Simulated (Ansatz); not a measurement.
# BP under changes of volume

One of the cells (11.682 Å³/atom); the others are scaled copies at fixed shape and fractional positions:

```
P B
1.0
     0.00000    2.26900    2.26900
     2.26900    0.00000    2.26900
     2.26900    2.26900    0.00000
P B
1 1
Direct
  0.75000 0.75000 0.75000
  0.00000 0.00000 0.00000
```

```yaml
Program: Ansatz 0.2.0
Functional: PBEsol0
Potentials_or_basis: Ansatz PAW
Cutoff: "420 eV (not typed: the program's choice for these potentials)"
k_mesh: 5 × 5 × 5
Occupations: fermi-dirac, width 0.05 eV
Spin: no spin polarisation
```

```csv
volume (Å³/atom),energy over the lowest point (meV/atom),pressure (GPa),gap on the mesh (eV)
10.981,11.68,8.2,2.54
11.214,?,?,?
11.448,0.00,0.1,2.59
11.682,2.43,-3.4,2.61
11.915,9.73,-6.6,2.63
12.149,21.48,-9.5,2.66
12.383,37.22,-12.1,2.68
```

Q: What does the run at 11.214 Å³/atom give?

A: Energy over the lowest point 2.92 meV/atom; pressure 4.0 GPa; gap on the mesh 2.56 eV.

Worked out: A Birch-Murnaghan fit of order 3 (a polynomial in V^(-2/3)) to the other rows has its minimum at 11.45 Å³/atom with B0 = V·E''(V) = 179 GPa and B' = 3.7. It gives 2.90 meV/atom at 11.214 Å³/atom, against the run's 2.92, and -dE/dV = 4.0 GPa, against 4.0. A straight line through the other rows of the gap, of slope 1.16 eV per unit of ln V, gives 2.56 eV, against the run's 2.56.

Energies are extrapolated to zero smearing.

Caveats: all runs use coarse meshes; odd divisions of the mesh miss points on the zone boundary, where band edges often lie, so the gap on the mesh can be too wide; the PAW data sets come from PBE, with cores solved anew for the run's functional, which leaves a small shift of forces and pressure; the thresholds are loose for stress.

A mesh can miss the band edges.
